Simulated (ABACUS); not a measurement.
# GaN (F-43m) in ABACUS: notebook

The runs below take GaN through equation of state, with RPBE.

Everything below comes from runs of ABACUS 3.10.1. Logs are shortened: lines on timing, memory, paths and dates and some standing lists are left out, and cuts for length are marked.

## (1) Starting point

It takes space group F-43m (No. 216, cubic). Conventional cell: a = 4.507 Å, b = 4.507 Å, c = 4.507 Å, α = 90.00°, β = 90.00°, γ = 90.00°. Ga (site symmetry -43m) has 4 N at 1.95 Å as nearest neighbours. N (site symmetry -43m) has 4 Ga at 1.95 Å as nearest neighbours.

The cell is a database's computed one.

## (2) Equation of state, RPBE, 10.76 Å³/atom (volume scaled by 0.94)

INPUT

```
INPUT_PARAMETERS
suffix              GaN
calculation         scf
basis_type          pw
pseudo_dir          ./
symmetry            1
dft_functional      GGA_X_RPBE+GGA_C_PBE
ecutwfc             84
pseudo_rcut         7
nspin               1
nbands              13
ks_solver           dav
smearing_method     fd
smearing_sigma      0.00367493
scf_thr             1e-08
scf_nmax            100
mixing_type         broyden
mixing_beta         0.7
cal_force           1
cal_stress          1
kpar                4
```

STRU

```
ATOMIC_SPECIES
Ga 69.7230 Ga_ONCV_PBE-1.2.upf
N 14.0070 N_ONCV_PBE-1.2.upf

LATTICE_CONSTANT
5.8994858285

LATTICE_VECTORS
0.0000000000 0.7071067812 0.7071067812
0.7071067812 0.0000000000 0.7071067812
0.7071067812 0.7071067812 0.0000000000

ATOMIC_POSITIONS
Cartesian

Ga
0.0
1
0.0000000000 0.0000000000 0.0000000000 1 1 1

N
0.0
1
0.3535533906 0.3535533906 0.3535533906 1 1 1
```

KPT

```
K_POINTS
0
Gamma
7 7 7 0 0 0
```

Potentials or basis: SG15 ONCV 1.2 PBE, plane waves.

The run is started by

```console
OMP_NUM_THREADS=1 mpirun -np 4 abacus > log
```

running log:

```text
ABACUS v3.10.1

               Atomic-orbital Based Ab-initio Computation at UStc

 ------------------------------------------------------------------------------------

 READING GENERAL INFORMATION
                           global_out_dir = OUT.GaN/
                           global_in_card = INPUT
                               pseudo_dir = ./
                              orbital_dir =
                                    DSIZE = 4
                                    GSIZE = 1

 READING UNITCELL INFORMATION
                                    ntype = 2
                  lattice constant (Bohr) = 5.89949
              lattice constant (Angstrom) = 3.12187

 READING ATOM TYPE 1
                               atom label = Ga
                      L=0, number of zeta = 1
                      L=1, number of zeta = 1
                      L=2, number of zeta = 1
             number of atom for this type = 1

 READING ATOM TYPE 2
                               atom label = N
                      L=0, number of zeta = 1
                      L=1, number of zeta = 1
                      L=2, number of zeta = 1
             number of atom for this type = 1

                        TOTAL ATOM NUMBER = 2
CARTESIAN COORDINATES ( UNIT =       5.899485828500 Bohr ).
    atom                   x                   y                   z     mag                  vx                  vy                  vz
tauc_Ga1            0.0000000000        0.0000000000        0.0000000000  0.0000        0.0000000000        0.0000000000        0.0000000000
tauc_N1            0.3535533906        0.3535533906        0.3535533906  0.0000        0.0000000000        0.0000000000        0.0000000000

                          Volume (Bohr^3) = 145.187
                             Volume (A^3) = 21.5145

 Lattice vectors: (Cartesian coordinate: in unit of a_0)
                   +0           +0.707107           +0.707107
            +0.707107                  +0           +0.707107
            +0.707107           +0.707107                  +0
 Reciprocal vectors: (Cartesian coordinate: in unit of 2 pi/a_0)
            -0.707107           +0.707107           +0.707107
            +0.707107           -0.707107           +0.707107
            +0.707107           +0.707107           -0.707107
 The esolver type has been set to : ksdft_pw

                PAO radial cut off (Bohr) = 7

 Read in pseudopotential file is Ga_ONCV_PBE-1.2.upf
                     pseudopotential type = NC
          exchange-correlation functional = PBE
                 nonlocal core correction = 0
                        valence electrons = 13
                                     lmax = 2
                           number of zeta = 0
[... 5 lines left out ...]
                           L of projector = 2
                           L of projector = 2
 XC functional updated to : GGA_X_RPBE+GGA_C_PBE
          exchange-correlation functional = GGA_X_RPBE+GGA_C_PBE
                PAO radial cut off (Bohr) = 7

[... 176 lines left out ...]
 N non-local projectors:
 projector 1 L=0
 projector 2 L=0
 projector 3 L=1
 projector 4 L=1
      TOTAL NUMBER OF NONLOCAL PROJECTORS = 26

 Init Non-Local PseudoPotential table :
 Init Non-Local-Pseudopotential done.

                                     npwx = 1917

 -------------------------------------------
 SELF-CONSISTENT
 -------------------------------------------
                                 init_chg = atomic

 PW ALGORITHM --------------- ION=   1  ELEC=   1--------------------------------

 Density error is 0.611373712263
                          Error Threshold = 0.01
----------------------------------------------------------
     Energy           Rydberg                 eV
----------------------------------------------------------
 E_KohnSham     -151.1322281230      -2056.2594539092
 E_Harris       -151.6246816480      -2062.9596278484
 E_Fermi        0.8288525553         11.2771175536
----------------------------------------------------------
[... 63 lines left out ...]
 Density error is 3.29719348014e-09
                          Error Threshold = 3.26323739683e-09
----------------------------------------------------------
     Energy           Rydberg                 eV
----------------------------------------------------------
 E_KohnSham     -151.3744084759      -2059.5544866513
 E_KS(sigma->0) -151.3744084759      -2059.5544866513
 E_Harris       -151.3742255480      -2059.5519977894
 E_band         2.1969421762         29.8909317730
 E_one_elec     -50.1202585975       -681.9211021596
 E_Hartree      41.3758580384        562.9474289617
 E_xc           -23.5242794113       -320.0642413377
 E_Ewald        -119.1057285055      -1620.5165721156
 E_entropy(-TS) -0.0000000000        -0.0000000000
 E_descf        0.0000000000         0.0000000000
 E_exx          0.0000000000         0.0000000000
 E_Fermi        0.9420356984         12.8170532174
----------------------------------------------------------

 charge density convergence is achieved
 final etot is -2059.5544867 eV
 EFERMI = 12.817053217 eV

 STATE ENERGY(eV) AND OCCUPATIONS    NSPIN == 1
 1/5 kpoint (Cartesian) = 0.0000 0.0000 0.0000 (1917 pws)
       1       -4.56800     0.00583090
       2       -1.91711     0.00583090
       3       -1.91711     0.00583090
       4       -1.91711     0.00583090
       5       -1.54869     0.00583090
       6       -1.54869     0.00583090
       7        11.8082     0.00583090
       8        11.8082     0.00583090
       9        11.8082     0.00583090
      10        14.1129    3.23553e-14
      11        22.7217    5.42978e-89
      12        22.7217    5.42978e-89
      13        22.7217    5.42978e-89
[... 47 lines left out ...]
       1       -4.25917      0.0349854
       2       -1.85839      0.0349854
       3       -1.85839      0.0349854
       4       -1.84009      0.0349854
       5       -1.56569      0.0349854
       6       -1.53233      0.0349854
       7        10.1319      0.0349854
       8        11.1676      0.0349854
       9        11.1676      0.0349854
      10        15.7953    4.73137e-28
      11        21.2339    2.73104e-75
      12        23.3833        0.00000
      13        23.3833        0.00000

------------------------------------------------------------------------------------------
 TOTAL-FORCE (eV/Angstrom)
------------------------------------------------------------------------------------------
                       Ga1         0.0000000000         0.0000000000         0.0000000000
                        N1         0.0000000000         0.0000000000         0.0000000000
------------------------------------------------------------------------------------------

----------------------------------------------------------------
 TOTAL-STRESS (KBAR)
----------------------------------------------------------------
       235.9750238721        -0.0000000000         0.0000000000
         0.0000000000       235.9750238721        -0.0000000000
         0.0000000000        -0.0000000000       235.9750238721
----------------------------------------------------------------
 TOTAL-PRESSURE: 235.975024 KBAR

 --------------------------------------------
 !FINAL_ETOT_IS -2059.5544866512923363 eV
 --------------------------------------------
```

It took 2.1 s on 4 MPI ranks of Intel Xeon 6975P-C (Granite Rapids), shared host; peak memory 0.28 GiB.

What came out:

```yaml
Free_energy: -2059.5545 eV
Pressure: 23.6 GPa
Band_gap_on_the_k_mesh: 2.30 eV, direct
```

Caveat: the potentials were made for another functional, which shifts forces and pressure.

## (3) Equation of state, RPBE, 11.21 Å³/atom (volume scaled by 0.98)

INPUT is that of step 2.

STRU: that of step 2 with these lines changed.

```diff
@@ -5,3 +5,3 @@
 LATTICE_CONSTANT
-5.8994858285
+5.9820068074
```

KPT is that of step 2.

Potentials or basis: SG15 ONCV 1.2 PBE, plane waves.

The run is started by

```console
OMP_NUM_THREADS=1 mpirun -np 4 abacus > log
```

It took 2.1 s on 4 MPI ranks of Intel Xeon 6975P-C (Granite Rapids), shared host; peak memory 0.28 GiB.

Results (log left out):

| Property | Result |
| --- | --- |
| Free energy | -2059.6604 eV |
| Pressure | 13.6 GPa |
| Band gap on the k mesh | 2.03 eV, direct |

Caveat: the potentials were made for another functional, which shifts forces and pressure.

## (4) Equation of state, RPBE, 11.67 Å³/atom (volume scaled by 1.02)

INPUT is that of step 3.

STRU: that of step 3 with these lines changed.

```diff
@@ -5,3 +5,3 @@
 LATTICE_CONSTANT
-5.9820068074
+6.0623117833
```

KPT is that of step 3.

The run is started by

```console
OMP_NUM_THREADS=1 mpirun -np 4 abacus > log
```

It took 2.4 s on 4 MPI ranks of Intel Xeon 6975P-C (Granite Rapids), shared host; peak memory 0.28 GiB.

Results (log left out):

- Free energy: -2059.7147 eV
- Pressure: 5.5 GPa
- Band gap on the k mesh: 1.77 eV, direct

Caveat: the potentials were made for another functional, which shifts forces and pressure.

## (5) Equation of state, RPBE, 12.13 Å³/atom (volume scaled by 1.06)

INPUT is that of step 4.

STRU: that of step 4 with these lines changed.

```diff
@@ -5,3 +5,3 @@
 LATTICE_CONSTANT
-6.0623117833
+6.1405437897
```

KPT is that of step 4.

The run is started by

```console
OMP_NUM_THREADS=1 mpirun -np 4 abacus > log
```

Wall time 2.3 s (4 MPI ranks of Intel Xeon 6975P-C (Granite Rapids), shared host); peak memory 0.28 GiB.

The run converged. Its results:

```
Free energy            : -2059.7270 eV
Pressure               : -1.1 GPa
Band gap on the k mesh : 1.52 eV, direct
```

Caveat: the potentials were made for another functional, which shifts forces and pressure.

## (6) Equation of state, RPBE

Potentials or basis: SG15 ONCV 1.2 PBE, plane waves.

No new run: the results of the series are fitted here.

Results:

```yaml
Equilibrium_volume: 12.05 Å³/atom
Bulk_modulus: 162 GPa
Pressure_derivative_of_the_bulk_modulus: "4.4 (rough: it moves with the points fitted)"
```

Energy against volume, from the lowest point:
```csv
volume (Å³/atom),energy (meV/atom)
10.757,86.28
11.215,33.35
11.673,6.19
12.131,0.00
```

Caveat: the potentials were made for another functional, which shifts forces and pressure.
